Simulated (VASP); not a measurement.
# GaN (I4/mmm) in VASP: notebook

One crystal, GaN, is run at these levels: PBE; tasks: single point.

Program: VASP 6.6.1. These are calculated values, not measurements. Logs are shortened: lines on timing, memory, paths and dates and some standing lists are left out, and cuts for length are marked.

### Step 1. The cell of the first run

The structure is tetragonal, space group I4/mmm (No. 139). Conventional cell: a = 3.020 Å, b = 3.020 Å, c = 4.142 Å, α = 90.00°, β = 90.00°, γ = 90.00°. Around Ga (site symmetry 4/mmm) lie 6 N at 2.07 to 2.14 Å. N (site symmetry 4/mmm) has 6 Ga at 2.07 to 2.14 Å as nearest neighbours.

Measurements of this composition are mostly on another form, of space group No. 186.

### Step 2. Single point, PBE (strain +0.000 along x and y, -0.030 along z, atoms carried along)

The input, INCAR:

```
SYSTEM = GaN
PREC = Accurate
ENCUT = 520
EDIFF = 1E-6
ISMEAR = 0
SIGMA = 0.05
LREAL = .FALSE.
LASPH = .TRUE.
NELM = 100
ALGO = Fast
ISIF = 2
LWAVE = .FALSE.
LCHARG = .TRUE.
GGA = PE
LELF = .TRUE.
LVHAR = .TRUE.
NBANDS = 16
```

The input, KPOINTS:

```
Automatic mesh
0
G
  14 14 14
  0 0 0
```

The input, POSCAR:

```
GaN
1.0
    0.0000000000      2.1352350000      2.0711779500
    2.1352350000      0.0000000000      2.0711779500
    2.1352350000      2.1352350000      0.0000000000
Ga N
1 1
Direct
    0.0000000000      0.0000000000      0.0000000000
    0.5000000000      0.5000000000      0.5000000000
```

Potentials or basis: VASP PAW PBE potentials, release 64 (Ga_d, N).

Command:

```bash
cat potpaw_PBE.64/Ga_d/POTCAR potpaw_PBE.64/N/POTCAR > POTCAR
mpirun -np 1 vasp_std > vasp.out
```

OUTCAR:

```text
SYSTEM = GaN
   PREC = Accurate
   ENCUT = 520
   EDIFF = 1E-6
   ISMEAR = 0
   LREAL = .FALSE.
   LASPH = .TRUE.
   NELM = 100
   ISIF = 2
   GGA = PE

 ion  position               nearest neighbor table
   1  0.000  0.000  0.000-   2 2.07   2 2.07   2 2.14   2 2.14   2 2.14   2 2.14
   2  0.500  0.500  0.500-   1 2.07   1 2.07   1 2.14   1 2.14   1 2.14   1 2.14

  LATTYP: Found a body centered tetragonal cell.
 ALAT       =     3.0196782959
 C/A-ratio  =     1.3717871555

  Lattice vectors:

 A1 = (   0.0000000000,  -2.1352350000,  -2.0711779500)
 A2 = (   0.0000000000,   2.1352350000,  -2.0711779500)
 A3 = (   2.1352350000,   0.0000000000,   2.0711779500)

Analysis of symmetry for initial positions (statically):
=====================================================================
 Subroutine PRICEL returns:
 Original cell was already a primitive cell.

 Routine SETGRP: Setting up the symmetry group for a
 body centered tetragonal supercell.

 Subroutine GETGRP returns: Found 16 space group operations
 (whereof 16 operations were pure point group operations)
 out of a pool of 16 trial point group operations.

The static configuration has the point symmetry D_4h.

Analysis of symmetry for dynamics (positions and initial velocities):
=====================================================================
 Subroutine PRICEL returns:
 Original cell was already a primitive cell.

 Routine SETGRP: Setting up the symmetry group for a
 body centered tetragonal supercell.

 Subroutine GETGRP returns: Found 16 space group operations
 (whereof 16 operations were pure point group operations)
 out of a pool of 16 trial point group operations.

The dynamic configuration has the point symmetry D_4h.

 Subroutine INISYM returns: Found 16 space group operations
 (whereof 16 operations are pure point group operations),
 and found     1 'primitive' translations

----------------------------------------------------------------------------------------

                                     Primitive cell

  volume of cell :      18.8859

  direct lattice vectors                    reciprocal lattice vectors
     0.000000000  2.135235000  2.071177950    -0.234166263  0.234166263  0.241408518
     2.135235000  0.000000000  2.071177950     0.234166263 -0.234166263  0.241408518
     2.135235000  2.135235000  0.000000000     0.234166263  0.234166263 -0.241408518

  length of vectors
     2.974727989  2.974727989  3.019678296     0.409811847  0.409811847  0.409811847

  position of ions in fractional coordinates (direct lattice)
     0.000000000  0.000000000  0.000000000
     0.500000000  0.500000000  0.500000000

  ion indices of the primitive-cell ions
   primitive index   ion index
                 1           1
                 2           2

----------------------------------------------------------------------------------------

 KPOINTS: Automatic mesh

Automatic generation of k-mesh.
 Grid dimensions read from file:
 generate k-points for:   14   14   14

 Generating k-lattice:

  Cartesian coordinates                     Fractional coordinates (reciprocal lattice)
    -0.016726162  0.016726162  0.017243466     0.071428571 -0.000000000  0.000000000
     0.016726162 -0.016726162  0.017243466    -0.000000000  0.071428571  0.000000000
     0.016726162  0.016726162 -0.017243466     0.000000000  0.000000000  0.071428571

  Length of vectors
     0.029272275  0.029272275  0.029272275

  Shift w.r.t. Gamma in fractional coordinates (k-lattice)
     0.000000000  0.000000000  0.000000000

 Subroutine IBZKPT returns following result:
 ===========================================

 Found    244 irreducible k-points:

 Following reciprocal coordinates:
            Coordinates               Weight
  0.000000  0.000000  0.000000      1.000000
  0.071429 -0.000000  0.000000      8.000000
  0.142857  0.000000  0.000000      8.000000
  0.214286  0.000000  0.000000      8.000000
  0.285714  0.000000  0.000000      8.000000
  0.357143  0.000000  0.000000      8.000000
[... 16 lines left out ...]
  0.214286  0.142857  0.000000      8.000000
  0.285714  0.142857  0.000000      8.000000
 [... further k-points ...]
   k-points           NKPTS =    244   k-points in BZ     NKDIM =    244   number of bands    NBANDS=     16
   number of dos      NEDOS =    301   number of ions     NIONS =      2
   total plane-waves  NPLWV =  13824
   dimension x,y,z NGX =    24 NGY =   24 NGZ =   24
   dimension x,y,z NGXF=    48 NGYF=   48 NGZF=   48
   ions per type =               1   1
   NGX,Y,Z   is equivalent  to a cutoff of  13.41, 13.41, 13.21 a.u.
   NGXF,Y,Z  is equivalent  to a cutoff of  26.83, 26.83, 26.43 a.u.
 SYSTEM =  GaN
   PREC   = accura    normal or accurate (medium, high low for compatibility)
   ISTART =      0    job   : 0-new  1-cont  2-samecut
   ICHARG =      2    charge: 1-file 2-atom 10-const
   ISPIN  =      1    spin polarized calculation?
   LNONCOLLINEAR =      F non collinear calculations
   LSORBIT =      F    spin-orbit coupling
   LASPH  =      T    aspherical Exc in radial PAW
   ENCUT  =  520.0 eV  38.22 Ry    6.18 a.u.   5.53  5.53  5.61*2*pi/ulx,y,z
   NELM   =    100;   NELMIN=  2; NELMDL= -5     # of ELM steps
   EDIFF  = 0.1E-05   stopping-criterion for ELM
   LREAL  =      F    real-space projection
   EDIFFG = 0.1E-04   stopping-criterion for IOM
   NSW    =      0    number of steps for IOM
   IBRION =     -1    ionic relax: 0-MD 1-quasi-New 2-CG
   NFREE  =      0    steps in history (QN), initial steepest desc. (CG)
   ISIF   =      2    stress and relaxation
   ISYM   =      2    0-nonsym 1-usesym 2-fastsym
   POTIM  = 0.5000    time-step for ionic-motion
   TEBEG  =    0.0;   TEEND  =   0.0 temperature during run
   PSTRESS=    0.0 pullay stress
   NELECT =      18.0000    total number of electrons
   NUPDOWN=      -1.0000    fix difference up-down
   EMIN   =  10.00;   EMAX   =-10.00  energy-range for DOS
   EFERMI =   0.00;   METHOD = LEGACY
   ISMEAR =     0;   SIGMA  =   0.05  broadening in eV -4-tet -1-fermi 0-gaus
   EFERMI_NEDOS =   21; number of points for ismear=-14 and -15
   IALGO  =     68    algorithm
   IMIX   =      4    mixing-type and parameters
     AMIX     =   0.40;   BMIX     =  1.00
     AMIX_MAG =   1.60;   BMIX_MAG =  1.00
  volume/ion in A,a.u.               =       9.44        63.72
  Fermi-wavevector in a.u.,A,eV,Ry     =   1.611089  3.044516 35.315368  2.595606
  Thomas-Fermi vector in A             =   2.706535
   LORBIT       =      0    0 simple, 1 ext, 2 COOP (PROOUT), +10 PAW based schemes
   GGA     = PE    functional components
   LHFCALC =     F    Hartree Fock is set to
   AEXX    =    0.0000 exact exchange contribution
   IVDW    =     0    specifies the selected vdW correction
   LEPSILON=     F    determine dielectric tensor
   LRPA    =     F    only Hartree local field effects (RPA)
 non-spin polarized calculation
 RMM-DIIS sequential band-by-band and
 Gauss-broadening in eV      SIGMA  =   0.05
  energy-cutoff  :      520.00
  volume of cell :       18.89
 maximum number of plane-waves:       532
 NGX is ok and might be reduce to    24
   NGX = 11   NGY = 11   NGZ = 11

 number of electron      18.0000009 magnetization

 Free energy of the ion-electron system (eV)
  ---------------------------------------------------
  ext. energy  EPLUGINS =         0.00000000
  ---------------------------------------------------
  free energy    TOTEN  =       -11.18535682 eV

  energy without entropy =      -11.18535682  energy(sigma->0) =      -11.18535682

 E-fermi :   8.1061     XC(G=0): -13.0754

 val. band max:        7.9046745177   @ k =  -0.2143  -0.0000   0.1429
 cond. band min:       8.2946911060   @ k =   0.5000   0.5000   0.0000
 fundamental gap:      0.3900165883
 Fermi energy:         8.1061389345

 k-point     1 :       0.0000    0.0000    0.0000
  band No.  band energies     occupation
      1      -9.4144      2.00000
      2      -6.1020      2.00000
      3      -6.1020      2.00000
      4      -6.0879      2.00000
      5      -6.0253      2.00000
      6      -5.9795      2.00000
[... 8 lines left out ...]
     15      23.2893      0.00000
     16      23.9911      0.00000

 k-point     2 :       0.0714   -0.0000    0.0000
  band No.  band energies     occupation
      1      -9.3148      2.00000
      2      -6.1034      2.00000
      3      -6.0964      2.00000
      4      -6.0846      2.00000
      5      -6.0310      2.00000
      6      -5.9886      2.00000
[... 8 lines left out ...]
     15      23.5061      0.00000
     16      24.3244      0.00000

 k-point     3 :       0.1429    0.0000    0.0000
  band No.  band energies     occupation
      1      -9.0208      2.00000
      2      -6.1130      2.00000
      3      -6.0990      2.00000
      4      -6.0796      2.00000
      5      -6.0287      2.00000
      6      -6.0036      2.00000
[... 8 lines left out ...]
     15      24.1247      0.00000
     16      24.4219      0.00000

 k-point     4 :       0.2143    0.0000    0.0000
  band No.  band energies     occupation
      1      -8.5492      2.00000
      2      -6.1336      2.00000
      3      -6.1301      2.00000
      4      -6.1045      2.00000
      5      -5.9939      2.00000
      6      -5.9894      2.00000
[... 8 lines left out ...]
     15      25.1215      0.00000
     16      25.2181      0.00000
[... 324 lines left out ...]
 k-point    22 :       0.1429    0.1429    0.0000
  band No.  band energies     occupation
      1      -8.8700      2.00000
      2      -6.1245      2.00000
      3      -6.0845      2.00000
      4      -6.0593      2.00000
      5      -6.0593      2.00000
      6      -6.0017      2.00000
[... 8 lines left out ...]
     15      27.1626      0.00000
     16      27.1628      0.00000

 k-point    23 :       0.2143    0.1429    0.0000
  band No.  band energies     occupation
      1      -8.5372      2.00000
      2      -6.1423      2.00000
      3      -6.1154      2.00000
      4      -6.0560      2.00000
      5      -6.0226      2.00000
      6      -5.9767      2.00000
[... 8 lines left out ...]
     15      27.6667      0.00000
     16      27.9459      0.00000

 k-point    24 :       0.2857    0.1429    0.0000
  band No.  band energies     occupation
      1      -8.0797      2.00000
      2      -6.1648      2.00000
      3      -6.1255      2.00000
      4      -6.0837      2.00000
      5      -5.9514      2.00000
      6      -5.9315      2.00000
[... 8 lines left out ...]
     15      27.8134      0.00000
     16      28.6766      0.00000

 [... further k-points ...]

------------------------ aborting loop because EDIFF is reached ----------------------------------------

  FORCE on cell =-STRESS in cart. coord.  units (eV):
  Direction    XX          YY          ZZ          XY          YZ          ZX
  --------------------------------------------------------------------------------------
  -------------------------------------------------------------------------------------
  Total        0.6535690      0.6535690      1.3797329      0.0000000     -0.0000000      0.0000000
  in kB       55.4451140     55.4451140    117.0487686      0.0000000     -0.0000000      0.0000000
  external PRESSURE =      75.9796655 kB  Pullay stress =       0.0000000 kB

 VOLUME and BASIS-vectors are now :
 -----------------------------------------------------------------------------
  energy-cutoff  :      520.00
  volume of cell :       18.89
      direct lattice vectors                 reciprocal lattice vectors
     0.000000000  2.135235000  2.071177950    -0.234166263  0.234166263  0.241408518
     2.135235000  0.000000000  2.071177950     0.234166263 -0.234166263  0.241408518
     2.135235000  2.135235000  0.000000000     0.234166263  0.234166263 -0.241408518

 POSITION                                       TOTAL-FORCE (eV/Angst)
 -----------------------------------------------------------------------------------
      0.00000      0.00000      0.00000         0.000000     -0.000000      0.000000
      2.13524      2.13524      2.07118        -0.000000      0.000000      0.000000
 -----------------------------------------------------------------------------------
    total drift:                                0.000000     -0.000000     -0.000000

  FREE ENERGIE OF THE ION-ELECTRON SYSTEM (eV)
  ---------------------------------------------------
  free  energy   TOTEN  =       -11.1853568153 eV

  energy  without entropy=      -11.1853568152  energy(sigma->0) =      -11.18535682
```

It took 25 s on 1 thread of Intel Xeon 6975P-C (Granite Rapids), shared host; peak memory 0.19 GiB.

What came out:

* Free energy: -11.1854 eV
* Pressure: 7.6 GPa
* Band gap on the k mesh: 0.39 eV, indirect (least direct gap 2.66 eV)

### Step 3. Single point, PBE (strain -0.030 along x and y, -0.015 along z, atoms carried along)

The input, INCAR:

```
  PREC = Accurate
  ENCUT = 520
  EDIFF = 1E-6
  ISMEAR = 0
  SIGMA = 0.05
  LREAL = F
  LASPH = T
  NELM = 100
  ALGO = Fast
  ISIF = 2
  LWAVE = F
  LCHARG = T
  GGA = PE
  LELF = T
  LVHAR = T
  NBANDS = 16
```

The input, KPOINTS:

```
Automatic mesh
0
Gamma
  14 14 14
```

The input, POSCAR:

```
GaN
1.0
    0.0000000000      2.0711779500      2.1032064750
    2.0711779500      0.0000000000      2.1032064750
    2.0711779500      2.0711779500      0.0000000000
Ga N
1 1
Direct
    0.0000000000      0.0000000000      0.0000000000
    0.5000000000      0.5000000000      0.5000000000
```

Potentials or basis: VASP PAW PBE potentials, release 64 (Ga_d, N).

Command:

```bash
cat potpaw_PBE.64/Ga_d/POTCAR potpaw_PBE.64/N/POTCAR > POTCAR
mpirun -np 1 vasp_std > vasp.out
```

OUTCAR:

```text
PREC = Accurate
   ENCUT = 520
   EDIFF = 1E-6
   ISMEAR = 0
   LREAL = F
   LASPH = T
   NELM = 100
   ISIF = 2
   GGA = PE

 ion  position               nearest neighbor table
   1  0.000  0.000  0.000-   2 2.07   2 2.07   2 2.07   2 2.07   2 2.10   2 2.10
   2  0.500  0.500  0.500-   1 2.07   1 2.07   1 2.07   1 2.07   1 2.10   1 2.10

  LATTYP: Found a body centered tetragonal cell.
 ALAT       =     2.9290879470
 C/A-ratio  =     1.4360828443

  Lattice vectors:

 A1 = (  -2.0711779500,   0.0000000000,   2.1032064750)
 A2 = (   2.0711779500,   0.0000000000,   2.1032064750)
 A3 = (   0.0000000000,   2.0711779500,  -2.1032064750)

Analysis of symmetry for initial positions (statically):
=====================================================================
 Subroutine PRICEL returns:
 Original cell was already a primitive cell.

 Routine SETGRP: Setting up the symmetry group for a
 body centered tetragonal supercell.

 Subroutine GETGRP returns: Found 16 space group operations
 (whereof 16 operations were pure point group operations)
 out of a pool of 16 trial point group operations.

The static configuration has the point symmetry D_4h.

Analysis of symmetry for dynamics (positions and initial velocities):
=====================================================================
 Subroutine PRICEL returns:
 Original cell was already a primitive cell.

 Routine SETGRP: Setting up the symmetry group for a
 body centered tetragonal supercell.

 Subroutine GETGRP returns: Found 16 space group operations
 (whereof 16 operations were pure point group operations)
 out of a pool of 16 trial point group operations.

The dynamic configuration has the point symmetry D_4h.

 Subroutine INISYM returns: Found 16 space group operations
 (whereof 16 operations are pure point group operations),
 and found     1 'primitive' translations

[... 115 lines left out ...]
  volume/ion in A,a.u.               =       9.02        60.89
  Fermi-wavevector in a.u.,A,eV,Ry     =   1.635749  3.091118 36.404781  2.675676
  Thomas-Fermi vector in A             =   2.727170
   LORBIT       =      0    0 simple, 1 ext, 2 COOP (PROOUT), +10 PAW based schemes
   GGA     = PE    functional components
   LHFCALC =     F    Hartree Fock is set to
   AEXX    =    0.0000 exact exchange contribution
   IVDW    =     0    specifies the selected vdW correction
   LEPSILON=     F    determine dielectric tensor
   LRPA    =     F    only Hartree local field effects (RPA)
 non-spin polarized calculation
 RMM-DIIS sequential band-by-band and
 Gauss-broadening in eV      SIGMA  =   0.05
  energy-cutoff  :      520.00
  volume of cell :       18.04
 maximum number of plane-waves:       531
 NGX is ok and might be reduce to    24
   NGX = 11   NGY = 11   NGZ = 11

 number of electron      17.9999996 magnetization

 Free energy of the ion-electron system (eV)
  ---------------------------------------------------
  ext. energy  EPLUGINS =         0.00000000
  ---------------------------------------------------
  free energy    TOTEN  =       -11.12071543 eV

  energy without entropy =      -11.12071543  energy(sigma->0) =      -11.12071543

 E-fermi :   8.8021     XC(G=0): -13.3381

 val. band max:        8.4990444787   @ k =  -0.2143   0.1429   0.0000
 cond. band min:       9.3047185464   @ k =   0.5000   0.0000   0.5000
 fundamental gap:      0.8056740677
 Fermi energy:         8.8021291395

 k-point     1 :       0.0000    0.0000    0.0000
  band No.  band energies     occupation
      1      -9.2933      2.00000
      2      -5.5078      2.00000
      3      -5.4979      2.00000
      4      -5.4979      2.00000
      5      -5.4065      2.00000
      6      -5.3836      2.00000
[... 433 lines left out ...]
      3      -5.5311      2.00000
      4      -5.4658      2.00000
      5      -5.3214      2.00000
      6      -5.3108      2.00000
[... 8 lines left out ...]
     15      28.5864      0.00000
     16      29.7820      0.00000

 [... further k-points ...]

------------------------ aborting loop because EDIFF is reached ----------------------------------------

  FORCE on cell =-STRESS in cart. coord.  units (eV):
  Direction    XX          YY          ZZ          XY          YZ          ZX
  --------------------------------------------------------------------------------------
  -------------------------------------------------------------------------------------
  Total        2.3505708      2.3505708      1.9035665      0.0000000      0.0000000      0.0000000
  in kB      208.7070844    208.7070844    169.0175857      0.0000000      0.0000000      0.0000000
  external PRESSURE =     195.4772515 kB  Pullay stress =       0.0000000 kB

 VOLUME and BASIS-vectors are now :
 -----------------------------------------------------------------------------
  energy-cutoff  :      520.00
  volume of cell :       18.04
      direct lattice vectors                 reciprocal lattice vectors
     0.000000000  2.071177950  2.103206475    -0.241408518  0.241408518  0.237732246
     2.071177950  0.000000000  2.103206475     0.241408518 -0.241408518  0.237732246
     2.071177950  2.071177950  0.000000000     0.241408518  0.241408518 -0.237732246

 POSITION                                       TOTAL-FORCE (eV/Angst)
 -----------------------------------------------------------------------------------
      0.00000      0.00000      0.00000        -0.000000      0.000000      0.000000
      2.07118      2.07118      2.10321         0.000000     -0.000000      0.000000
 -----------------------------------------------------------------------------------
    total drift:                                0.000000     -0.000000     -0.000000

  FREE ENERGIE OF THE ION-ELECTRON SYSTEM (eV)
  ---------------------------------------------------
  free  energy   TOTEN  =       -11.1207154335 eV

  energy  without entropy=      -11.1207154335  energy(sigma->0) =      -11.12071543
```

Run time: 25 s. Hardware: 1 thread of Intel Xeon 6975P-C (Granite Rapids), shared host; peak memory 0.19 GiB.

What came out:

| Quantity | Value |
| --- | --- |
| Free energy | -11.1207 eV |
| Pressure | 19.5 GPa |
| Band gap on the k mesh | 0.81 eV, indirect (least direct gap 3.24 eV) |

Caveat: so large a pressure means that the cell lies far from this level's equilibrium, or that cutoff or potentials fall short.
